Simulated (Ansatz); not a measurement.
# GaP (F-43m): from the first guess to the electronic structure, part 2 of 2

Aim: bring GaP (F-43m) to zero pressure, then compute its bands, density of states and charges.

Ansatz 0.2.0; DFT r²SCAN, scalar-relativistic, plane waves, PAW (the target; the first runs use scalar-relativistic PBE). Earlier steps stand in the parts before.

### 9 A single point with the electronic structure

File input.yaml:

```yaml
crystal:
  lattice:
    - [0.0, 2.7256965861, 2.7256965861]
    - [2.7256965861, 0.0, 2.7256965861]
    - [2.7256965861, 2.7256965861, 0.0]
  atoms:
    - { symbol: Ga, position: [0.0, 0.0, 0.0] }
    - { symbol: P, position: [0.75, 0.75, 0.75] }
basis:
  ecutwfc: 500
  ecutrho_ratio: 4
kpoints:
  mp_grid: { grid: [8, 8, 8] }
  band_path:
    path:
      - [[0.0, 0.0, 0.0], [-0.5, -0.5, 0.0], [-0.375, -0.375, 0.25]]
      - [[-0.375, 0.0, 0.375], [0.0, 0.0, 0.0], [0.0, 0.0, 0.5], [-0.5, -0.25, 0.25], [-0.5, -0.5, 0.0]]
    npoints: 14
hamiltonian:
  xc: r2scan
scf:
  occupations: { method: gaussian, width: 0.05 }
  n_extra_bands: 11
output:
  forces: true
  stress: true
  eigenvalues: true
  populations: true
  dos: { projected: true, de: 0.02, nscf_kmesh: { grid: [12, 12, 12] } }
  bader: true
  write_density: true
  write_potential: true
  elf: true
  volumetric_format: npy
```

The run is started by

```console
> ansatz run input.yaml --threads 4 --pin off --max-ram 7168MiB --backend cpu --events-out ev --progress --plain --runs-dir out
```

What it wrote:

```text
Warning: RAYON_NUM_THREADS=4 ignored (pool sized by the plan → 4); use --threads N
scf.n_extra_bands = 11 over 9 filled bands (N_el = 18.0): the run solves 20 bands
Engine: ansatz 0.2.0, aarch64-unknown-linux-gnu
Pseudopotentials: kind: paw
Pseudopotential: Ga, paw, valence charge 13, recommended cutoff 500 eV (meta_gga), Ga.paw.azcp
Pseudopotential: P, paw, valence charge 5, recommended cutoff 500 eV (meta_gga), P.paw.azcp
Functional definition: r2SCAN
  parameter k0 = 0.174
  parameter k1 = 0.065
  parameter a1 = 4.9479
  exchange = r2scan_x(k0 = k0, k1 = k1, a1 = a1)
  correlation = r2scan_c
Crystal: 2 atoms, lattice volume = 40.501 Å³
Basis set: ecut = 500 eV, 965 PW (Γ), exchange–correlation on 120×120×120 points (64 copies of the dense FFT grid, shifted against one another)
Bands: 20, of which v1, the nominal top of the filled ones, is band 9 counted from 1 (8 counted from 0)
Symmetry: 24 space group operations
Space group: F-43m (ITA 216), of the structure as read, at distance tolerance 3.4e-5 Å
k-points: 29 of 512 (time reversal used)
Non-local potential: Ga, projectors of the file, l = 0: 2, l = 1: 2, l = 2: 3, l = 3: 1
Non-local potential: P, projectors of the file, l = 0: 2, l = 1: 2, l = 2: 2
PAW form: soft (Blöchl's): semilocal exchange-correlation on the pseudo side does not see the compensation charge
PAW frozen core: Ga, regenerated for the run's functional (the file was generated under x = pbe(κ = 0.804, μ = 0.2195149727645171), c = pbe(β = 0.06672455060314922))
PAW frozen core: P, regenerated for the run's functional (the file was generated under x = pbe(κ = 0.804, μ = 0.2195149727645171), c = pbe(β = 0.06672455060314922))
PAW one-centre angular grid: Ga, 590 points (default); XC on 160 Gauss nodes
PAW one-centre angular grid: P, 302 points (default); XC on 160 Gauss nodes
Initial density: superposition of atomic densities (neutral atoms: chi_scale 0, normalization atom), corrected by the library's trained network
Initial wavefunctions: pseudopotential atomic-orbital guess
Functional: x = r2scan, c = r2scan; τ floored in thin density (d = 2e-4 eV/Å³)
SCF iter   1: F=—  HF=-4550.473413 eV  |F-HF|=—  |Δ(HF+E_count)|=         —  Δρ=9.24e-3  dr2=2.01e-2  dr2_τ=7.33e-3  ethr=1.77e-3  ⟨swp⟩=5.6  Hψ=3367  notcnv=0  defer=59
preconditioner: auto → none  [insulator: Δε(μ)=1.829 eV  Ē_g=22.221 eV  σ=0.050 eV  W_gap=1.00  n_scr=14 (ndim 8)  ℏωp=24.8 eV  f_vac=0.013  D(μ)=0.00/eV (n_scr^D=0)  ε∞_Penn≈2.2]
SCF iter   2: F=—  HF=-4550.484836 eV  |F-HF|=—  |Δ(HF+E_count)|=   1.14e-2  Δρ=2.57e-3  dr2=3.76e-3  dr2_τ=1.08e-4  ethr=1.12e-4  ⟨swp⟩=2.4  Hψ=1262  notcnv=0  defer=146
SCF iter   3: F=—  HF=-4550.482644 eV  |F-HF|=—  |Δ(HF+E_count)|=   2.19e-3  Δρ=1.66e-3  dr2=5.26e-4  dr2_τ=7.86e-6  ethr=2.09e-5  ⟨swp⟩=2.0  Hψ=868  notcnv=0  defer=146
SCF iter   4: F=—  HF=-4550.482881 eV  |F-HF|=—  |Δ(HF+E_count)|=   2.37e-4  Δρ=3.87e-4  dr2=7.70e-5  dr2_τ=7.39e-7  ethr=2.92e-6  ⟨swp⟩=2.3  Hψ=693  notcnv=0  defer=146
SCF iter   5: F=—  HF=-4550.482854 eV  |F-HF|=—  |Δ(HF+E_count)|=   2.71e-5  Δρ=1.40e-4  dr2=5.91e-6  dr2_τ=2.98e-8  ethr=4.28e-7  ⟨swp⟩=3.0  Hψ=702  notcnv=0  defer=146
SCF iter   6: F=—  HF=-4550.482852 eV  |F-HF|=—  |Δ(HF+E_count)|=   2.33e-6  Δρ=1.79e-5  dr2=1.85e-7  dr2_τ=6.81e-9  ethr=3.29e-8  ⟨swp⟩=2.0  Hψ=681  notcnv=0  defer=146
SCF iter   7: F=-4550.482852 eV  HF=-4550.482852 eV  |F-HF|=1.88e-8  |Δ(HF+E_count)|=   5.09e-8  Δρ=6.83e-6  dr2=1.63e-8  dr2_τ=7.48e-11  ethr=5.56e-10  ⟨swp⟩=13.8  Hψ=4271  notcnv=0
SCF 1 converged in 7 iterations: F = -4550.482852 eV  dr2 = 1.63e-8
NSCF: frozen V_eff on 86 k-points
NSCF: frozen V_eff on 72 k-points
SCF converged after 7 iterations
Free energy (F): -4550.482852 eV
Harris-Foulkes:  -4550.482852 eV  (|F-HF|=1.88e-8)
Internal energy: -4550.482852 eV  (E = F + TS)
E sigma→0 (E₀):  -4550.482852 eV
Fermi energy:    7.840609 eV
--- Per-component energies (eV) ---
  E_band       = -67.721430
  E_kinetic    = 185.465504
  E_local      = -2203.029652  (includes V_loc(G=0)·N_el)
  E_nonlocal   = 460.449975
  E_hartree    = 1020.614050
  E_xc         = -120.981802
  E_vxc        = -124.822831  (∫ρ·V_xc dr)
  E_paw        = -2579.827096  (= ΣΔE_a)
  E_vpaw       = -433.021095  (= ΣTr[D̂ρ^β])
  E_aug_tail   = -0.000042  (compensation charges beyond the density's cutoff)
  E_vtau       = 6.015103  (kinetic-family band-sum trace: ∫τ·v_τ [+ j·A + Jᵃ·Aᵃ] dr)
  E_ewald      = -1312.429876
  E_core_change = -0.743912  (= ΣΔE_core)
  E_smearing   = -0.000000  (= −TS)
  E_closure    = 0.000000  (closes the sum)
  Σ components = -4550.482852   (vs F -4550.482852, Δ=0.00e0)
--- Forces (eV/Å), atoms counted from 1 ---
  atom   1  Ga    -0.00000000     0.00000000     0.00000000
  atom   2  P      0.00000000    -0.00000000    -0.00000000
  max |Σ_I F_I| component: 1.85e-17 eV/Å
--- Stress (GPa, compression-positive) ---
       -0.000279       0.000000      -0.000000
        0.000000      -0.000279       0.000000
       -0.000000       0.000000      -0.000279
  P = ⅓ Tr σ = -0.0003 GPa (-0.003 kbar)
--- Band table (eV; the first three rows and the last of 29) ---
  k-point 0: bands = ["-8.0948", "-8.0948", "-8.0948", "-7.9825", "-7.9825", "-6.1285", "6.8935", "6.8935", "6.8935", "9.2544", "11.0666", "11.0666", "11.0666", "16.3575", "17.0852", "17.0852", "20.0784", "20.0784", "20.0784", "23.3530"]
  k-point 1: bands = ["-8.1112", "-8.0898", "-8.0898", "-7.9825", "-7.9825", "-5.9150", "5.2695", "6.6546", "6.6546", "9.7840", "11.4326", "11.4326", "11.7511", "16.4774", "16.4774", "17.2643", "19.3651", "21.4191", "21.4191", "24.8831"]
  k-point 2: bands = ["-8.1461", "-8.0789", "-8.0789", "-7.9812", "-7.9812", "-5.3130", "2.9276", "6.2020", "6.2020", "9.4367", "11.9623", "11.9623", "13.7804", "16.3110", "16.3110", "17.4488", "20.7211", "23.9641", "23.9641", "26.7865"]
  k-point 28: bands = ["-8.2073", "-8.0518", "-8.0299", "-7.9989", "-7.9731", "-2.9394", "0.1568", "3.1834", "3.3532", "11.9263", "12.1865", "13.4349", "13.4758", "19.2877", "19.3439", "21.3480", "21.5881", "24.2770", "26.4989", "27.2016"]
--- Löwdin populations: 2 sites ---
  site symbol       q [e]
     0     Ga     12.9272
     1      P      5.0188
  spilling = 0.003001 (of n_electrons = 18.000000)
--- Bader charges: 2 sites ---
  site symbol  charge [e]  shift [e]
     0     Ga      0.9124     0.0020
     1      P     -0.9124     0.0020
  estimated error of the sums over rays = 5.0e-4 e
```

Run time: 8.4 s. Hardware: 4 threads of Arm Neoverse V2, shared host; peak memory 0.43 GiB.

This gives: volume 20.250 Å³/atom, pressure 0.00 GPa, gap on the mesh 1.90 eV.

Band energies at the corners of the path (eV from the valence-band top), the three nearest on each side:

| point | filled | empty |
| --- | --- | --- |
| Γ | 0.00 0.00 0.00 | 2.36 4.17 4.17 |
| X | -6.96 -2.80 -2.80 | 1.91 2.09 |
| U | -6.74 -4.08 -2.35 | 2.47 5.18 |
| K | -6.74 -4.08 -2.35 | 2.47 5.18 |
| L | -6.85 -1.17 -1.17 | 2.04 5.04 5.04 |
| W | -6.74 -3.71 -3.54 | 5.03 5.29 6.54 |

Empty levels over 7.9 eV, where the set of bands solved is no longer complete, are left out.

Highest filled and lowest empty level along the path:

| distance (1/Å) | highest filled (eV) | lowest empty (eV) |
| --- | --- | --- |
| 0.00 | 0.00 | 2.36 |
| 0.25 | -0.52 | 3.30 |
| 0.49 | -1.46 | 2.70 |
| 0.74 | -2.25 | 2.06 |
| 0.99 | -2.71 | 1.84 |
| 1.18 | -2.80 | 1.92 |
| 1.27 | -2.76 | 2.02 |
| 1.36 | -2.69 | 2.11 |
| 1.44 | -2.57 | 2.24 |
| 1.53 | -2.41 | 2.41 |
| 1.65 | -2.15 | 2.68 |
| 1.91 | -1.43 | 3.39 |
| 2.17 | -0.69 | 3.68 |
| 2.43 | -0.20 | 3.33 |
| 2.70 | -0.01 | 2.55 |
| 2.93 | -0.09 | 2.73 |
| 3.14 | -0.43 | 2.79 |
| 3.35 | -0.81 | 2.42 |
| 3.57 | -1.08 | 2.14 |
| 3.78 | -1.17 | 2.04 |
| 3.96 | -1.33 | 2.67 |
| 4.13 | -1.80 | 3.58 |
| 4.30 | -2.48 | 4.20 |
| 4.48 | -3.21 | 4.73 |
| 4.64 | -3.53 | 4.92 |
| 4.76 | -3.42 | 4.01 |
| 4.88 | -3.21 | 3.05 |
| 5.01 | -2.97 | 2.31 |
| 5.13 | -2.81 | 1.94 |

States per cell in windows of 1 eV (zero at the valence-band top), total and by projection:

| from | to | total | P 3p | Ga 4p | Ga 4s | P 3s |
| --- | --- | --- | --- | --- | --- | --- |
| -7 | -6 | 1.09 | 0.49 | 0.10 | 0.43 | 0.05 |
| -6 | -5 | 0.45 | 0.20 | 0.05 | 0.13 | 0.05 |
| -5 | -4 | 0.25 | 0.12 | 0.03 | 0.05 | 0.03 |
| -4 | -3 | 1.09 | 0.65 | 0.35 | 0.05 | 0.03 |
| -3 | -2 | 1.45 | 0.93 | 0.43 | 0.04 | 0.03 |
| -2 | -1 | 1.28 | 0.90 | 0.33 | 0.02 | 0.01 |
| -1 | 0 | 0.39 | 0.30 | 0.07 | 0.00 | 0.00 |
| 0 | 1 | 0.00 | 0.00 | 0.00 | 0.00 | 0.00 |
| 1 | 2 | 0.00 | 0.00 | 0.00 | 0.00 | 0.00 |
| 2 | 3 | 0.67 | 0.13 | 0.21 | 0.14 | 0.10 |
| 3 | 4 | 1.43 | 0.38 | 0.38 | 0.33 | 0.16 |
| 4 | 5 | 1.19 | 0.24 | 0.53 | 0.10 | 0.10 |

The maps below are laid out on this run's own conventional cell (a, b, c = 5.451, 5.451, 5.451 Å).

Density in a lattice plane of the grid's cell (edges 5.45 and 5.45 Å, at 0.000 of the third edge), which holds Ga.

Ten even steps from '0' (0.02 e/Å³) to '9' (52.56 e/Å³):
```
420000000000000000000002
000000000000000000000000
000000000000000000000000
000000000000000000000000
000000000000000000000000
000000000000000000000000
000000000000000000000000
000000000000000000000000
000000000002420000000000
000000000015951000000000
000000000002420000000000
000000000000000000000000
000000000000000000000000
000000000000000000000000
000000000000000000000000
000000000000000000000000
000000000000000000000000
000000000000000000000000
420000000000000000000002
951000000000000000000015
```
Columns run along the first of these edges and rows up along the second, over one cell in 24 and 20 even steps from the bottom left corner. Atoms in the plane (fractional): Ga at (0.00, 0.00), Ga at (0.50, 0.50).

ELF in the same plane.

Ten even steps from '0' (0.01) to '9' (0.58):
```
001344431000000013444310
123456653100000135665432
344579875321012357897543
445799987532223578999754
446799999764346799999764
223578999754445799987532
012357897544334579875321
000135665432123456653100
000013444310001344431000
000012443200700234321000
000013444310001344431000
000135665432123456653100
012357897543344579875321
223578999754445799987532
346799999764446799999764
445799987532223578999754
334579875321012357897544
123456653100000135665432
001344431000000013444310
700234321000000012443200
```
Columns run along the first of these edges and rows up along the second, over one cell in 24 and 20 even steps from the bottom left corner. Atoms in the plane (fractional): Ga at (0.00, 0.00), Ga at (0.50, 0.50).

Both are smooth fields of the valence electrons: close to the nuclei they are not physical.

Maxima of ELF outside the ion cores: 0.92 on the P–Ga line, 0.9 Å from P.

ELF in the plane through atom 1 (Ga) and two of its nearest P neighbours, 7.2 Å on a side, that atom in the middle and its first bond to the right.

Ten even steps from '0' (0.00) to '9' (0.91):
```
9975211234543200001222222
6432235677887420000122221
2112358865588631000000100
0000269930037641000000000
1000269940047641000000000
2112358887999741001122110
2222235789997532235666642
1111112355432223677778874
0000000122200024897214775
0000000122104013896000575
0000000122200024897325885
4321000022222224688999985
7753100012222212356887543
7875100000111000013432112
1675200000000000001220001
1575200000000000001220000
9985200011111000001222112
9874212355664210001222222
4322246777887520000112211
```
Atoms in the plane (Å from the middle): P (2.4, 0.0), P (-0.8, 2.2), Ga (3.1, -2.2), Ga (0.0, 0.0), Ga (-3.1, 2.2).

### 10 Results

The summary covers parts 1 to 2. Changes of volume or cell count from the first structure of part 1.

```
                     quantity                                                                      value
                  space group                                                            F-43m (No. 216)
            conventional cell  a = 5.451 Å, b = 5.451 Å, c = 5.451 Å, α = 90.00°, β = 90.00°, γ = 90.00°
                       volume                                                             20.250 Å³/atom
                     pressure                                                                   0.00 GPa
                          gap                                              1.84 eV on the path, indirect
                Bader charges                                                        Ga +0.91; P -0.91 e
highest ELF outside the cores                                                   0.92, about 0.9 Å from P
```

**Reading.** Over the 6 runs shown the cell moved from 20.44 to 20.25 Å³/atom, a change of -0.9 %, where the pressure is zero within 0.01 GPa. r²SCAN puts the volume about 3 % below the PBE estimate, which also had a coarser mesh. The gap on the path is indirect, 1.84 eV, with the valence top at Γ and the conduction bottom between Γ and X; the top 1 eV of the valence band is led by P 3p (79 % of the projected weight), the lowest 1 eV of the conduction band by Ga 4p (38 % of the projected weight, then Ga 4s with 23 %). It is the Kohn-Sham gap of a semilocal functional; such gaps usually fall short of measured ones. The charge transfer is moderate (0.9 e by Bader), and the ELF peak of 0.92 on the P–Ga line shows directed, polar covalent bonding. Ga gives up the most charge, +0.91 e by Bader's partition. A measured lattice constant a of GaP is 5.4505 Å (quoted in “Selective Growth of GaP Crystals on CMOS-Compatible Si Nanotip Wafers by Gas Source Molecular Beam Epitaxy”, 2024, pmc:10995952); the calculated 5.451 Å misses it by 0.0 %. The calculation is for 0 K without zero-point motion. Measured gap of GaP: 2.34 eV (indirect; 10 K; quoted in “Stacking defects in GaP nanowires: Electronic structure and optical properties”, 2018, arxiv:1810.01194). This calculation gives 1.84 eV (-21.2 %).
